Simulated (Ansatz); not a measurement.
Input of an Ansatz 0.2.0 run:

Contents of input.yaml:

```yaml
crystal:
  lattice:
    - [0.0, 2.5663, 2.5663]
    - [2.5663, 0.0, 2.5663]
    - [2.5663, 2.5663, 0.0]
  atoms:
    - { symbol: Sr, position: [0.5, 0.5, 0.5] }
    - { symbol: O, position: [0.0, 0.0, 0.0] }
hamiltonian:
  xc: pbe
  pseudopotentials: { kind: paw }
kpoints:
  mp_grid: { grid: [9, 9, 9] }
scf:
  occupations: { method: gaussian, width: 0.021 }
output:
  forces: true
  stress: true
  eigenvalues: true
  write_density: true
  write_potential: true
  elf: true
  volumetric_format: npy
```

Potentials or basis: Ansatz PAW.

Run with:

```sh
$ ansatz run input.yaml --threads 2 --pin off --max-ram 5632MiB --backend cpu --events-out ev --progress --plain --runs-dir out
```

Task: Estimate the pressure.

Result: 3.3 GPa.

Task: Predict the band gap on the k mesh.

Result: 3.37 eV, indirect (least direct gap 3.45 eV).

Caveat: odd divisions of the mesh miss points on the zone boundary, where band edges often lie, so the gap on the mesh can be too wide; the pressure holds a Pulay correction of +0.4 GPa for the finite cutoff. A k mesh can miss the band edges.
